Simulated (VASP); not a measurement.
# CH4 in VASP: notebook

Aim: see how the results for CH4 move with the level of theory and the settings. Levels: RPBE+D3(BJ), optB86b-vdW. Tasks: single point.

Everything below comes from runs of VASP 6.6.1. Logs are shortened: lines on timing, memory, paths and dates and some standing lists are left out, and cuts for length are marked.

## (1) Starting point

The cell holds a molecule in a box, 5 atoms: a = 12.228 Å, b = 12.728 Å, c = 13.228 Å, α = 90.00°, β = 90.00°, γ = 90.00°.

## (2) Single point, RPBE+D3(BJ)

Contents of INCAR:

```
ALGO     = Fast           # electronic algorithm
EDIFF    = 1E-7           # SCF threshold, eV
ENCUT    = 400            # plane-wave cutoff, eV
GGA      = RP             # functional
ISIF     = 2              # what is computed and relaxed
ISMEAR   = 0              # smearing method
ISYM     = 0            
IVDW     = 12             # dispersion correction
LASPH    = T              # aspherical terms in the spheres
LCHARG   = F              # write CHGCAR
LREAL    = F              # projectors in reciprocal space
LWAVE    = F              # write WAVECAR
NELM     = 100            # most SCF steps
PREC     = Accurate       # precision mode
SIGMA    = 0.01           # smearing width, eV
```

Contents of KPOINTS:

```
k-points
0
Gamma
  1 1 1
```

Contents of POSCAR:

```
H4C                                     
1.0
   12.2281593986      0.0000000000      0.0000000000
    0.0000000000     12.7281593986      0.0000000000
    0.0000000000      0.0000000000     13.2281593986
  C               H             
     1     4
Selective dynamics
Direct
     0.4999999746000015    0.5039282365999966    0.5000000189000033   F   F   F
     0.5175708436815167    0.4283348719395596    0.5363496462880663   T   T   T
     0.5626919372685905    0.5613365793681653    0.5215856043054216   T   T   T
     0.4194437372790111    0.5320815378846260    0.5244263536710349   T   T   T
     0.5002936830799563    0.4939601754749627    0.4176371138948987   T   T   T
```

Potentials or basis: VASP PAW PBE potentials, release 64 (C, H).

On the command line:

```sh
cat potpaw_PBE.64/C/POTCAR potpaw_PBE.64/H/POTCAR > POTCAR
mpirun -np 4 vasp_gam > vasp.out
```

OUTCAR:

```text
EDIFF = 1E-7
   ENCUT = 400
   GGA = RP
   ISIF = 2
   ISMEAR = 0
   ISYM = 0
   IVDW = 12
   LASPH = T
   LREAL = F
   NELM = 100
   PREC = Accurate
 IVDW          = 12

 ion  position               nearest neighbor table
   1  0.500  0.504  0.500-   2 1.10   5 1.10   4 1.10   3 1.10
   2  0.518  0.428  0.536-   1 1.10
   3  0.563  0.561  0.522-   1 1.10
   4  0.419  0.532  0.524-   1 1.10
   5  0.500  0.494  0.418-   1 1.10

IMPORTANT INFORMATION: All symmetrisations will be switched off!
NOSYMM: (Re-)initialisation of all symmetry stuff for point group C_1.

----------------------------------------------------------------------------------------

                                     Primitive cell

  volume of cell :    2058.8567

  direct lattice vectors                    reciprocal lattice vectors
    12.228159399  0.000000000  0.000000000     0.081778456  0.000000000  0.000000000
     0.000000000 12.728159399  0.000000000     0.000000000  0.078565955  0.000000000
     0.000000000  0.000000000 13.228159399     0.000000000  0.000000000  0.075596307

  length of vectors
    12.228159399 12.728159399 13.228159399     0.081778456  0.078565955  0.075596307

  position of ions in fractional coordinates (direct lattice)
     0.499999975  0.503928237  0.500000019
     0.517570844  0.428334872  0.536349646
     0.562691937  0.561336579  0.521585604
     0.419443737  0.532081538  0.524426354
     0.500293683  0.493960175  0.417637114

  ion indices of the primitive-cell ions
   primitive index   ion index
                 1           1
                 2           2
                 3           3
                 4           4
                 5           5

----------------------------------------------------------------------------------------

 KPOINTS: k-points

Automatic generation of k-mesh.
 Grid dimensions read from file:
 generate k-points for:    1    1    1

 Generating k-lattice:

  Cartesian coordinates                     Fractional coordinates (reciprocal lattice)
     0.081778456  0.000000000  0.000000000     1.000000000  0.000000000  0.000000000
     0.000000000  0.078565955  0.000000000     0.000000000  1.000000000  0.000000000
     0.000000000  0.000000000  0.075596307     0.000000000  0.000000000  1.000000000

  Length of vectors
     0.081778456  0.078565955  0.075596307

  Shift w.r.t. Gamma in fractional coordinates (k-lattice)
     0.000000000  0.000000000  0.000000000

 Subroutine IBZKPT returns following result:
 ===========================================

 Found      1 irreducible k-points:

 Following reciprocal coordinates:
            Coordinates               Weight
  0.000000  0.000000  0.000000      1.000000
   k-points           NKPTS =      1   k-points in BZ     NKDIM =      1   number of bands    NBANDS=      8
   number of dos      NEDOS =    301   number of ions     NIONS =      5
   total plane-waves  NPLWV = 604800
   dimension x,y,z NGX =    80 NGY =   84 NGZ =   90
   dimension x,y,z NGXF=   160 NGYF=  168 NGZF=  180
   ions per type =               1   4
   NGX,Y,Z   is equivalent  to a cutoff of  10.88, 10.97, 11.31 a.u.
   NGXF,Y,Z  is equivalent  to a cutoff of  21.75, 21.94, 22.62 a.u.
 SYSTEM =  unknown system
   PREC   = accura    normal or accurate (medium, high low for compatibility)
   ISTART =      0    job   : 0-new  1-cont  2-samecut
   ICHARG =      2    charge: 1-file 2-atom 10-const
   ISPIN  =      1    spin polarized calculation?
   LNONCOLLINEAR =      F non collinear calculations
   LSORBIT =      F    spin-orbit coupling
   LASPH  =      T    aspherical Exc in radial PAW
   ENCUT  =  400.0 eV  29.40 Ry    5.42 a.u.  19.94 20.76 21.57*2*pi/ulx,y,z
   NELM   =    100;   NELMIN=  2; NELMDL= -5     # of ELM steps
   EDIFF  = 0.1E-06   stopping-criterion for ELM
   LREAL  =      F    real-space projection
   EDIFFG = 0.1E-05   stopping-criterion for IOM
   NSW    =      0    number of steps for IOM
   IBRION =     -1    ionic relax: 0-MD 1-quasi-New 2-CG
   NFREE  =      0    steps in history (QN), initial steepest desc. (CG)
   ISIF   =      2    stress and relaxation
   ISYM   =      0    0-nonsym 1-usesym 2-fastsym
   POTIM  = 0.5000    time-step for ionic-motion
   TEBEG  =    0.0;   TEEND  =   0.0 temperature during run
   PSTRESS=    0.0 pullay stress
   NELECT =       8.0000    total number of electrons
   NUPDOWN=      -1.0000    fix difference up-down
   EMIN   =  10.00;   EMAX   =-10.00  energy-range for DOS
   EFERMI =   0.00;   METHOD = LEGACY
   ISMEAR =     0;   SIGMA  =   0.01  broadening in eV -4-tet -1-fermi 0-gaus
   EFERMI_NEDOS =   21; number of points for ismear=-14 and -15
   IALGO  =     68    algorithm
   IMIX   =      4    mixing-type and parameters
     AMIX     =   0.40;   BMIX     =  1.00
     AMIX_MAG =   1.60;   BMIX_MAG =  1.00
  volume/ion in A,a.u.               =     411.77      2778.77
  Fermi-wavevector in a.u.,A,eV,Ry     =   0.257373  0.486364  0.901261  0.066241
  Thomas-Fermi vector in A             =   1.081771
   LORBIT       =      0    0 simple, 1 ext, 2 COOP (PROOUT), +10 PAW based schemes
   GGA     = RP    functional components
   LHFCALC =     F    Hartree Fock is set to
   AEXX    =    0.0000 exact exchange contribution
   IVDW    =    12    specifies the selected vdW correction
   LEPSILON=     F    determine dielectric tensor
   LRPA    =     F    only Hartree local field effects (RPA)
 non-spin polarized calculation
 RMM-DIIS sequential band-by-band and
 Gauss-broadening in eV      SIGMA  =   0.01
  energy-cutoff  :      400.00
  volume of cell :     2058.86
 maximum number of plane-waves:     18669
 NGX is ok and might be reduce to    80
   NGX = 39   NGY = 41   NGZ = 43

 number of electron       7.9999996 magnetization

 Free energy of the ion-electron system (eV)
  ---------------------------------------------------
  ext. energy  EPLUGINS =         0.00000000
  ---------------------------------------------------
  free energy    TOTEN  =       -24.03117333 eV

  energy without entropy =      -24.03117333  energy(sigma->0) =      -24.03117333

 E-fermi :  -9.2510     XC(G=0):  -0.3728

 val. band max:       -9.3501399785   @ k =   0.0000   0.0000   0.0000
 cond. band min:      -0.5212036528   @ k =   0.0000   0.0000   0.0000
 fundamental gap:      8.8289363258
 Fermi energy:        -9.2509749479

 k-point     1 :       0.0000    0.0000    0.0000
  band No.  band energies     occupation
      1     -16.9884      2.00000
      2      -9.3503      2.00000
      3      -9.3502      2.00000
      4      -9.3501      2.00000
      5      -0.5212      0.00000
      6       0.5782      0.00000
      7       0.6172      0.00000
      8       0.6719      0.00000

------------------------ aborting loop because EDIFF is reached ----------------------------------------

 Edisp (eV)   -0.17732

 E8    (eV) :    -0.0669

  FORCE on cell =-STRESS in cart. coord.  units (eV):
  Direction    XX          YY          ZZ          XY          YZ          ZX
  --------------------------------------------------------------------------------------
  -------------------------------------------------------------------------------------
  Total      -0.31732    -0.31638    -0.31452     0.00034    -0.00008     0.00038
  in kB      -0.24693    -0.24620    -0.24475     0.00027    -0.00006     0.00030
  external pressure =       -0.25 kB  Pullay stress =        0.00 kB

 VOLUME and BASIS-vectors are now :
 -----------------------------------------------------------------------------
  energy-cutoff  :      400.00
  volume of cell :     2058.86
      direct lattice vectors                 reciprocal lattice vectors
    12.228159399  0.000000000  0.000000000     0.081778456  0.000000000  0.000000000
     0.000000000 12.728159399  0.000000000     0.000000000  0.078565955  0.000000000
     0.000000000  0.000000000 13.228159399     0.000000000  0.000000000  0.075596307

 POSITION                                       TOTAL-FORCE (eV/Angst)
 -----------------------------------------------------------------------------------
      6.11408      6.41408      6.61408        -0.000197      0.000157      0.000433
      6.32894      5.45191      7.09492         0.007670     -0.033708      0.016738
      6.88069      7.14478      6.89962         0.026739      0.025741      0.009922
      5.12902      6.77242      6.93720        -0.034539      0.012525      0.010793
      6.11767      6.28720      5.52457         0.000327     -0.004715     -0.037886
 -----------------------------------------------------------------------------------
    total drift:                                0.000125      0.000706      0.000120

  FREE ENERGIE OF THE ION-ELECTRON SYSTEM (eV)
  ---------------------------------------------------
  free  energy   TOTEN  =       -24.2084979010 eV

  energy  without entropy=      -24.2084979010  energy(sigma->0) =      -24.20849790
```

stdout:

```text
POSCAR found type information on POSCAR C H
 POSCAR found :  2 types and       5 ions
 scaLAPACK will be used
 -----------------------------------------------------------------------------
|                                                                             |
|                                                                             |
|     You enforced a specific xc type in the INCAR file but a different       |
|     I HOPE YOU KNOW WHAT YOU ARE DOING!                                     |
|                                                                             |
 -----------------------------------------------------------------------------

 LDA part: xc-table for (Slater+PW92), standard interpolation
 POSCAR, INCAR and KPOINTS ok, starting setup
 FFT: planning ... GRIDC
 FFT: planning ... GRID_SOFT
 FFT: planning ... GRID
 WAVECAR not read
 entering main loop
```

It took 59 s on 4 MPI ranks of Intel Xeon Platinum 8175M at 2.50GHz (Skylake/Cascade Lake), shared host; peak memory 0.39 GiB.

What came out:

- Free energy: -24.2085 eV
- Largest force: 0.038 eV/Å
- Gap between the frontier levels: 8.83 eV
- Dispersion energy per atom: -0.035 eV

Forces in eV/Å, atoms in the order of the input:
```
C    0.000  0.000  0.000
H    0.008 -0.034  0.017
H    0.027  0.026  0.010
H   -0.035  0.013  0.011
H    0.000 -0.005 -0.038
```

Caveat: the cutoff is under 1.25 times the usual one of these potentials, so pressure, stress and relaxed cells hold a basis-set (Pulay) error; the PAW data sets were made with another functional, which shifts forces and pressure a little. Expect the measured gap to be larger: semilocal functionals such as RPBE lack the derivative discontinuity.

## (3) Single point, optB86b-vdW

Contents of INCAR:

```
AGGAC    = 0.0          
ALGO     = Fast           # electronic algorithm
EDIFF    = 1E-7           # SCF threshold, eV
ENCUT    = 400            # plane-wave cutoff, eV
GGA      = MK             # functional
ISIF     = 2              # what is computed and relaxed
ISMEAR   = 0              # smearing method
ISYM     = 0            
LASPH    = T              # aspherical terms in the spheres
LCHARG   = F              # write CHGCAR
LREAL    = F              # projectors in reciprocal space
LUSE_VDW = T            
LWAVE    = F              # write WAVECAR
NELM     = 100            # most SCF steps
PARAM1   = 0.1234       
PARAM2   = 1.0          
PREC     = Accurate       # precision mode
SIGMA    = 0.01           # smearing width, eV
```

KPOINTS is that of step 2.

POSCAR is that of step 2.

Potentials or basis: VASP PAW PBE potentials, release 64 (C, H).

On the command line:

```sh
cat potpaw_PBE.64/C/POTCAR potpaw_PBE.64/H/POTCAR > POTCAR
mpirun -np 4 vasp_gam > vasp.out
```

It took 25 min on 4 MPI ranks of Intel Xeon Platinum 8175M at 2.50GHz (Skylake/Cascade Lake), shared host; peak memory 1.1 GiB.

The run converged. Its results:

```
Free energy                     : -22.3292 eV
Largest force                   : 0.039 eV/Å
Gap between the frontier levels : 8.65 eV
```

Forces on the atoms (eV/Å):
```
C    0.000  0.000  0.001
H    0.008 -0.034  0.017
H    0.027  0.026  0.010
H   -0.035  0.013  0.011
H    0.000 -0.005 -0.038
```

Levels at points of the mesh, in eV from the valence-band top:
```tsv
k point	band 2	band 3	band 4	band 5	band 6	band 7
(0.00, 0.00, 0.00)	0.00	0.00	0.00	8.65	9.72	9.76
```

Caveat: the cutoff is under 1.25 times the usual one of these potentials, so pressure, stress and relaxed cells hold a basis-set (Pulay) error; the PAW data sets were made with another functional, which shifts forces and pressure a little.
